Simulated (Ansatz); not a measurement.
Ag:

```
Ag
1.0
    -1.65565    1.65565    1.65565
     1.65565   -1.65565    1.65565
     1.65565    1.65565   -1.65565
Ag
1
Direct
  0.00000 0.00000 0.00000
```

This isn't the form of Ag at room conditions, which is fcc.

| Item | Value |
| --- | --- |
| Program | Ansatz 0.2.0 |
| Task | relaxation of cell and atoms |
| Functional | revPBE |
| Dispersion | D4 |
| Potentials or basis | Ansatz PAW |
| Cutoff | 420 eV (not typed: the program's choice for these potentials) |
| k mesh | 11 × 11 × 11 |
| Occupations | fermi-dirac, width 0.05 eV |
| Spin | no spin polarisation |

At the start: volume 18.15 Å³/atom.

Task: How do energy, volume and symmetry change on relaxing?

Result: It ends after 5 steps and the volume is 17.05 Å³/atom (-6.1 %); space group Im-3m (No. 229, to 0.05 Å).

The path:
```tsv
step	energy change (eV)	largest force (eV/Å)	volume (Å³)
1	0.0000	0.0000	18.15
2	-0.0067	0.0000	16.22
3	-0.0207	0.0000	17.18
4	-0.0211	0.0000	17.05
5	-0.0205	0.0000	17.05
```

Final structure:
```cif
data_structure
_symmetry_space_group_name_H-M 'P 1'
_symmetry_Int_Tables_number 1
_cell_length_a 2.8085
_cell_length_b 2.8085
_cell_length_c 2.8085
_cell_angle_alpha 109.471
_cell_angle_beta 109.471
_cell_angle_gamma 109.471
_cell_volume 17.05
loop_
_atom_site_label
_atom_site_type_symbol
_atom_site_fract_x
_atom_site_fract_y
_atom_site_fract_z
_atom_site_occupancy
Ag1 Ag 0.00000 0.00000 0.00000 1
```

Caveat: the plane-wave basis is chosen anew once the cell has moved, so the energies of steps on either side of that aren't comparable; pairwise dispersion overbinds metals, which lowers pressure and volume; the PAW data sets come from PBE, with cores solved anew for the run's functional, which leaves a small shift of forces and pressure.
